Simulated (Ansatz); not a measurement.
Relaxed-ion elastic tensor of ZnTe (zinc blende, F-43m) in GPa (Voigt order), LDA in the plane-wave PAW code Ansatz; density 5.95 g/cm³, 26.93 Å³ per atom.

```
78.1  44.2  44.2   0.0   0.0   0.0
44.2  78.1  44.2   0.0   0.0   0.0
44.2  44.2  78.1   0.0   0.0   0.0
 0.0   0.0   0.0  35.2   0.0   0.0
 0.0   0.0   0.0   0.0  35.2   0.0
 0.0   0.0   0.0   0.0   0.0  35.2
```

Q: Is the crystal mechanically stable?

A: Yes: the smallest eigenvalue of C is 33.9 GPa.

Q: Work out the Voigt, Reuss and Hill averages.

A: K_V = 55.5, K_R = 55.5, K_H = 55.5; G_V = 27.9, G_R = 24.6, G_H = 26.2 GPa.

Q: Give Young's modulus, Poisson's ratio, Pugh's ratio and the universal anisotropy index.

A: E = 9KG/(3K + G) = 68.0 GPa; ν = 0.30; K/G = 2.12 (ductile by the Pugh limit of 1.75); A_U = 5G_V/G_R + K_V/K_R − 6 = 0.67.

Q: Estimate the sound speeds and the Debye temperature.

A: v_l = √((K + 4G/3)/ρ) = 3900 m/s, v_t = √(G/ρ) = 2100 m/s, mean 2340 m/s; Θ = (h/k)(3n/4πV)^(1/3) v_m = 233 K.

Q: Give the Zener ratio and Young's modulus along [100], [110] and [111].

A: A = 2C44/(C11 − C12) = 2.07; 1/E = S11 − 2(S11 − S12 − S44/2)Γ with Γ = 0, 1/4, 1/3 gives 46.2, 71.3, 87.1 GPa.

Symmetry was held in the LDA relaxation; of distortions, only those at the zone centre were tested. Scalar-relativistic: spin–orbit coupling is off unless named, which matters more the heavier the elements.

Potentials: the later of the program's two PAW sets.
